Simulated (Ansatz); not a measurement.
**TiO2 (Anatase) in Ansatz: the effect of strain**

The system is TiO2 (Anatase).

```
Ti O
1.0
    -1.89210    1.89210    4.56701
     1.89210   -1.89210    4.56701
     1.89210    1.89210   -4.56701
Ti O
2 4
Direct
  0.75000 0.25000 0.50000
  0.00000 0.00000 0.00000
  0.79190 0.79190 0.00000
  0.54190 0.04190 0.50000
  0.95810 0.45810 0.50000
  0.20810 0.20810 0.00000
```

Alike in all runs:

| Property | Result |
| --- | --- |
| Program | Ansatz 0.2.0 |
| Task | relaxation of the atoms |
| Functional | PBE |
| Potentials or basis | Ansatz PAW |
| Cutoff | 420 eV (not typed: the program's choice for these potentials) |
| k mesh | 8 × 8 × 8 |
| Occupations | fermi-dirac, width 0.05 eV |
| Spin | no spin polarisation |
| Kind of strain | uniaxial |

Each run relaxes the cell or the atoms first.

| strain | gap on the mesh (eV) | pressure (GPa) |
| --- | --- | --- |
| -0.04 | ? | ? |
| -0.02 | 2.07 | 8.2 |
| -0.01 | 2.11 | 6.5 |
| 0 | 2.14 | 4.8 |
| 0.01 | 2.16 | 3.1 |
| 0.02 | 2.18 | 1.5 |
| 0.04 | 2.21 | -1.6 |

What does the run with strain -0.04 give?

gap on the mesh 2.00 eV; pressure 11.8 GPa.

Worked out: A parabola through the other rows of the gap on the mesh, of slope 4.65 eV per unit of strain there, extrapolates to 1.99 eV, against the run's 2.00. A straight line through the other rows of the pressure, of slope -164 GPa per unit of strain, extrapolates to 11.4 GPa, against the run's 11.8.

Caveats: the thresholds are loose for stress.

A k mesh can miss the band edges.
